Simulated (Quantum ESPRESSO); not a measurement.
Crystal: FeO.

```xyz
2
Lattice="2.6125 0.0000 0.0000 0.0000 2.6125 0.0000 0.0000 0.0000 2.6125" Properties=species:S:1:pos:R:3 pbc="T T T"
Fe    0.0000    0.0000    0.0000
O     1.3062    1.3062    1.3062
```

The cell comes from a database or a generator and needn't be the stable form of this composition.

Program: Quantum ESPRESSO 7.5. Alike in all runs: task single point; potentials or basis PseudoDojo 0.4.1 SR PBE standard; spin collinear, ferromagnetic start; Fe d U = 3 eV; cell as given; k mesh 7 × 7 × 7; cutoff (eV) 1225; smearing gaussian 0.05 eV.

Problem. Order these runs on this cell by their pressure, lowest first.
A. level RPBE+U
B. level PW91+U
C. level revPBE+U
D. level LDA+U; form of the LDA correlation PZ81
E. level PBEsol+U

Solution. D (-5.3 GPa), E (2.4 GPa), B (11.4 GPa), C (16.3 GPa), A (17.9 GPa).

Caveats: the potentials were made for another functional, which shifts forces and pressure; a cell with one magnetic atom can't hold antiferromagnetic order, which such compounds often take.
